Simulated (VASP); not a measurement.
# Gd (Im-3m) in VASP: notebook, part 2 of 2

VASP 6.6.1. Earlier steps stand in the parts before.

## Step 4: Single point, PBE, collinear spin, ferromagnetic start

INCAR

```
ADDGRID = False
ALGO = Normal
EDIFF = 1E-6
ENCUT = 450
GGA = PE
ISIF = 2
ISMEAR = 0
ISPIN = 2
LASPH = True
LCHARG = False
LMAXMIX = 6
LORBIT = 11
LREAL = False
LWAVE = False
MAGMOM = 7
NELM = 100
PREC = Accurate
SIGMA = 0.1
```

KPOINTS

```
k-points
0
Gamma
  5 5 5
```

POSCAR

```
Gd
1.0
   -2.0250000000      2.0250000000      2.0250000000
    2.0250000000     -2.0250000000      2.0250000000
    2.0250000000      2.0250000000     -2.0250000000
Gd
1
Direct
    0.0000000000      0.0000000000      0.0000000000
```

Potentials or basis: VASP PAW PBE potentials, release 64 (Gd).

On the command line:

```
> cat potpaw_PBE.64/Gd/POTCAR > POTCAR
> mpirun -np 1 vasp_std > vasp.out
```

OUTCAR:

```text
EDIFF = 1E-6
   ENCUT = 450
   GGA = PE
   ISIF = 2
   ISMEAR = 0
   ISPIN = 2
   LASPH = True
   LORBIT = 11
   LREAL = False
   NELM = 100
   PREC = Accurate

 Found     10 irreducible k-points:

 Following reciprocal coordinates:
            Coordinates               Weight
  0.000000  0.000000  0.000000      1.000000
  0.200000  0.000000  0.000000     12.000000
  0.400000  0.000000  0.000000     12.000000
  0.200000  0.200000  0.000000     24.000000
  0.400000  0.200000 -0.000000     24.000000
  0.200000  0.200000  0.200000      8.000000
   k-points           NKPTS =     10   k-points in BZ     NKDIM =     10   number of bands    NBANDS=     17
   number of dos      NEDOS =    301   number of ions     NIONS =      1
   total plane-waves  NPLWV =  13824
   dimension x,y,z NGX =    24 NGY =   24 NGZ =   24
   dimension x,y,z NGXF=    48 NGYF=   48 NGZF=   48
   ions per type =               1
   NGX,Y,Z   is equivalent  to a cutoff of  11.38, 11.38, 11.38 a.u.
   NGXF,Y,Z  is equivalent  to a cutoff of  22.75, 22.75, 22.75 a.u.
 SYSTEM =  unknown system
   PREC   = accura    normal or accurate (medium, high low for compatibility)
   ISTART =      0    job   : 0-new  1-cont  2-samecut
   ICHARG =      2    charge: 1-file 2-atom 10-const
   ISPIN  =      2    spin polarized calculation?
   LNONCOLLINEAR =      F non collinear calculations
   LSORBIT =      F    spin-orbit coupling
   LASPH  =      T    aspherical Exc in radial PAW
   ENCUT  =  450.0 eV  33.07 Ry    5.75 a.u.   6.07  6.07  6.07*2*pi/ulx,y,z
   NELM   =    100;   NELMIN=  2; NELMDL= -5     # of ELM steps
   EDIFF  = 0.1E-05   stopping-criterion for ELM
   LREAL  =      F    real-space projection
   EDIFFG = 0.1E-04   stopping-criterion for IOM
   NSW    =      0    number of steps for IOM
   IBRION =     -1    ionic relax: 0-MD 1-quasi-New 2-CG
   NFREE  =      0    steps in history (QN), initial steepest desc. (CG)
   ISIF   =      2    stress and relaxation
   ISYM   =      2    0-nonsym 1-usesym 2-fastsym
   POTIM  = 0.5000    time-step for ionic-motion
   TEBEG  =    0.0;   TEEND  =   0.0 temperature during run
   PSTRESS=    0.0 pullay stress
   NELECT =      18.0000    total number of electrons
   NUPDOWN=      -1.0000    fix difference up-down
   EMIN   =  10.00;   EMAX   =-10.00  energy-range for DOS
   EFERMI =   0.00;   METHOD = LEGACY
   ISMEAR =     0;   SIGMA  =   0.10  broadening in eV -4-tet -1-fermi 0-gaus
   EFERMI_NEDOS =   21; number of points for ismear=-14 and -15
   IALGO  =     38    algorithm
   IMIX   =      4    mixing-type and parameters
     AMIX     =   0.40;   BMIX     =  1.00
     AMIX_MAG =   1.60;   BMIX_MAG =  1.00
  volume/ion in A,a.u.               =      33.22       224.15
  Fermi-wavevector in a.u.,A,eV,Ry     =   1.334711  2.522238 24.238153  1.781454
  Thomas-Fermi vector in A             =   2.463472
   LORBIT       =     11    0 simple, 1 ext, 2 COOP (PROOUT), +10 PAW based schemes
   GGA     = PE    functional components
   LHFCALC =     F    Hartree Fock is set to
   AEXX    =    0.0000 exact exchange contribution
   IVDW    =     0    specifies the selected vdW correction
   LEPSILON=     F    determine dielectric tensor
   LRPA    =     F    only Hartree local field effects (RPA)
 spin polarized calculation
 Gauss-broadening in eV      SIGMA  =   0.10
  energy-cutoff  :      450.00
  volume of cell :       33.22
 maximum number of plane-waves:       730
   NGX = 13   NGY = 13   NGZ = 13

 number of electron      17.9999994 magnetization       7.8170261

 Free energy of the ion-electron system (eV)
  ---------------------------------------------------
  ext. energy  EPLUGINS =         0.00000000
  ---------------------------------------------------
  free energy    TOTEN  =       -11.62467974 eV

  energy without entropy =      -11.61923990  energy(sigma->0) =      -11.62195982

 E-fermi :   2.9442     XC(G=0):  -9.9482

 val. band max:        2.8037996579   @ k =   0.2000   0.2000   0.0000
 cond. band min:       2.9995117528   @ k =  -0.4000   0.4000   0.2000
 fundamental gap:      0.1957120949
 Fermi energy:         2.9442242139

 spin component 1

 k-point     1 :       0.0000    0.0000    0.0000
  band No.  band energies     occupation
      1     -42.3972      1.00000
      2     -19.4178      1.00000
      3     -19.4178      1.00000
      4     -19.4178      1.00000
      5      -2.1725      1.00000
      6      -2.0555      1.00000
[... 9 lines left out ...]
     16       6.4394      0.00000
     17       6.4394      0.00000

 k-point     2 :       0.2000    0.0000    0.0000
  band No.  band energies     occupation
      1     -42.3745      1.00000
      2     -19.6680      1.00000
      3     -19.4968      1.00000
      4     -19.4191      1.00000
      5      -2.0446      1.00000
      6      -2.0295      1.00000
[... 9 lines left out ...]
     16       5.9619      0.00000
     17       6.5011      0.00000

 k-point     3 :       0.4000    0.0000    0.0000
  band No.  band energies     occupation
      1     -42.3374      1.00000
      2     -20.0464      1.00000
      3     -19.6212      1.00000
      4     -19.4212      1.00000
      5      -2.0418      1.00000
      6      -2.0219      1.00000
[... 9 lines left out ...]
     16       6.9524      0.00000
     17       8.1746      0.00000

 k-point     4 :       0.2000    0.2000    0.0000
  band No.  band energies     occupation
      1     -42.3446      1.00000
      2     -19.9206      1.00000
      3     -19.6073      1.00000
      4     -19.4731      1.00000
      5      -2.0253      1.00000
      6      -2.0173      1.00000
[... 9 lines left out ...]
     16       7.0199      0.00000
     17       7.5781      0.00000

 k-point     5 :       0.4000    0.2000   -0.0000
  band No.  band energies     occupation
      1     -42.3259      1.00000
      2     -20.0249      1.00000
      3     -19.7395      1.00000
      4     -19.4882      1.00000
      5      -2.0375      1.00000
      6      -2.0231      1.00000
[... 9 lines left out ...]
     16       7.1826      0.00000
     17       9.9573      0.00000

 k-point     6 :       0.2000    0.2000    0.2000
  band No.  band energies     occupation
      1     -42.3297      1.00000
      2     -19.9375      1.00000
      3     -19.6506      1.00000
      4     -19.6506      1.00000
      5      -2.0307      1.00000
      6      -1.9859      1.00000
[... 9 lines left out ...]
     16       7.0939      0.00000
     17       9.0544      0.00000

 [... further k-points ...]

 spin component 2

 k-point     1 :       0.0000    0.0000    0.0000
  band No.  band energies     occupation
      1     -39.1113      1.00000
      2     -16.9570      1.00000
      3     -16.9570      1.00000
      4     -16.9570      1.00000
      5      -1.1482      1.00000
      6       3.2745      0.00000
[... 9 lines left out ...]
     16       7.5910      0.00000
     17       7.5910      0.00000

 k-point     2 :       0.2000    0.0000    0.0000
  band No.  band energies     occupation
      1     -39.0830      1.00000
      2     -17.2597      1.00000
      3     -17.0494      1.00000
      4     -16.9599      1.00000
      5      -0.0652      1.00000
      6       3.2302      0.00003
[... 9 lines left out ...]
     16       7.1915      0.00000
     17       7.7129      0.00000

 k-point     3 :       0.4000    0.0000    0.0000
  band No.  band energies     occupation
      1     -39.0368      1.00000
      2     -17.7104      1.00000
      3     -17.1942      1.00000
      4     -16.9646      1.00000
      5       1.4178      1.00000
      6       3.2849      0.00000
[... 9 lines left out ...]
     16       8.2515      0.00000
     17       9.7351      0.00000

 k-point     4 :       0.2000    0.2000    0.0000
  band No.  band energies     occupation
      1     -39.0457      1.00000
      2     -17.5601      1.00000
      3     -17.1828      1.00000
      4     -17.0244      1.00000
      5       1.5114      1.00000
      6       3.1524      0.00162
[... 9 lines left out ...]
     16       8.3396      0.00000
     17       9.0731      0.00000

 k-point     5 :       0.4000    0.2000   -0.0000
  band No.  band energies     occupation
      1     -39.0225      1.00000
      2     -17.6837      1.00000
      3     -17.3396      1.00000
      4     -17.0430      1.00000
      5       2.2777      1.00000
      6       3.2363      0.00002
[... 9 lines left out ...]
     16       8.5450      0.00000
     17      11.4786      0.00000

 k-point     6 :       0.2000    0.2000    0.2000
  band No.  band energies     occupation
      1     -39.0269      1.00000
      2     -17.5806      1.00000
      3     -17.2391      1.00000
      4     -17.2391      1.00000
      5       3.0860      0.02246
      6       3.2907      0.00000
[... 9 lines left out ...]
     16       8.4274      0.00000
     17      10.5523      0.00000

 [... further k-points ...]

------------------------ aborting loop because EDIFF is reached ----------------------------------------

  FORCE on cell =-STRESS in cart. coord.  units (eV):
  Direction    XX          YY          ZZ          XY          YZ          ZX
  --------------------------------------------------------------------------------------
  -------------------------------------------------------------------------------------
  Total       -0.2095030     -0.2095030     -0.2095030      0.0000000      0.0000000      0.0000000
  in kB      -10.1056845    -10.1056845    -10.1056845      0.0000000      0.0000000      0.0000000
  external PRESSURE =     -10.1056845 kB  Pullay stress =       0.0000000 kB

 VOLUME and BASIS-vectors are now :
 -----------------------------------------------------------------------------
  energy-cutoff  :      450.00
  volume of cell :       33.22
      direct lattice vectors                 reciprocal lattice vectors
    -2.025000000  2.025000000  2.025000000     0.000000000  0.246913580  0.246913580
     2.025000000 -2.025000000  2.025000000     0.246913580  0.000000000  0.246913580
     2.025000000  2.025000000 -2.025000000     0.246913580  0.246913580  0.000000000

 POSITION                                       TOTAL-FORCE (eV/Angst)
 -----------------------------------------------------------------------------------
      0.00000      0.00000      0.00000        -0.000000     -0.000000      0.000000
 -----------------------------------------------------------------------------------
    total drift:                                0.000000      0.000000      0.000000

  FREE ENERGIE OF THE ION-ELECTRON SYSTEM (eV)
  ---------------------------------------------------
  free  energy   TOTEN  =       -11.6246797353 eV

  energy  without entropy=      -11.6192399025  energy(sigma->0) =      -11.62195982

 total charge

# of ion       s       p       d       f       tot
--------------------------------------------------
    1        2.070   5.556   0.606   6.967  15.198

 magnetization (x)

# of ion       s       p       d       f       tot
--------------------------------------------------
    1        0.003  -0.056   0.291   6.838   7.076
```

OSZICAR:

```text
N       E                     dE             d eps       ncg     rms          rms(c)
DAV:   1     0.895080811135E+02    0.89508E+02   -0.62314E+03   864   0.505E+03
[... 36 lines left out ...]
DAV:  38    -0.116247643752E+02    0.20525E-03   -0.23870E-04  1013   0.369E-01    0.346E-01
DAV:  39    -0.116246802730E+02    0.84102E-04   -0.29393E-04   994   0.376E-01    0.166E-01
DAV:  40    -0.116246759909E+02    0.42821E-05   -0.11254E-04  1164   0.214E-01    0.205E-01
DAV:  41    -0.116246797178E+02   -0.37269E-05   -0.17313E-05  1281   0.467E-02    0.168E-01
DAV:  42    -0.116246813269E+02   -0.16091E-05   -0.16662E-06   795   0.163E-02    0.181E-01
DAV:  43    -0.116246795418E+02    0.17851E-05   -0.66143E-06   829   0.618E-02    0.133E-01
DAV:  44    -0.116246797353E+02   -0.19358E-06   -0.26995E-06   654   0.388E-02
   1 F= -.11624680E+02 E0= -.11621960E+02  d E =-.543983E-02  mag=     7.8167
```

stdout:

```text
POSCAR found type information on POSCAR Gd
 POSCAR found :  1 types and       1 ions
 scaLAPACK will be used
 LDA part: xc-table for (Slater+PW92), standard interpolation
 POSCAR, INCAR and KPOINTS ok, starting setup
 FFT: planning ... GRIDC
 FFT: planning ... GRID_SOFT
 FFT: planning ... GRID
 WAVECAR not read
 entering main loop
```

It took 29 s on 1 thread of Intel Xeon Platinum 8559C (Emerald Rapids), shared host; peak memory 0.16 GiB.

The run converged, but some of its settings lie outside the range that counts as converged, so its numbers aren't taken as properties of the crystal.

Results:

- Free energy: -11.6247 eV
- Pressure: -1.0 GPa
- Band gap on the k mesh: none (metal or under the smearing width)
- Net moment: 7.82 μB per cell
- Site moments: Gd +7.08 μB
- Valence electrons inside the program's atomic spheres: Gd 15.20

Caveat: the k mesh is coarse (spacing up to 0.44 Å⁻¹), so the values aren't converged; spin-orbit coupling is left out, which moves the levels of the heavy elements.

## Step 5: Single point, PBE, collinear spin, ferromagnetic start

INCAR, as its differences from that of step 4:

```diff
@@ -17,2 +17,2 @@
 PREC = Accurate
-SIGMA = 0.1
+SIGMA = 0.05
```

KPOINTS is that of step 4.

POSCAR is that of step 4.

On the command line:

```
> cat potpaw_PBE.64/Gd/POTCAR > POTCAR
> mpirun -np 1 vasp_std > vasp.out
```

It took 22 s on 1 thread of Intel Xeon Platinum 8559C (Emerald Rapids), shared host; peak memory 0.15 GiB.

The run converged, but some of its settings lie outside the range that counts as converged, so its numbers aren't taken as properties of the crystal.

What came out:

| Item | Value |
| --- | --- |
| Free energy | -11.6228 eV |
| Pressure | 0.7 GPa |
| Band gap on the k mesh | none (metal or under the smearing width) |
| Net moment | 7.84 μB per cell |
| Site moments | Gd +7.08 μB |
| Valence electrons inside the program's atomic spheres | Gd 15.20 |

Caveat: the k mesh is coarse (spacing up to 0.44 Å⁻¹), so the values aren't converged; spin-orbit coupling is left out, which moves the levels of the heavy elements.
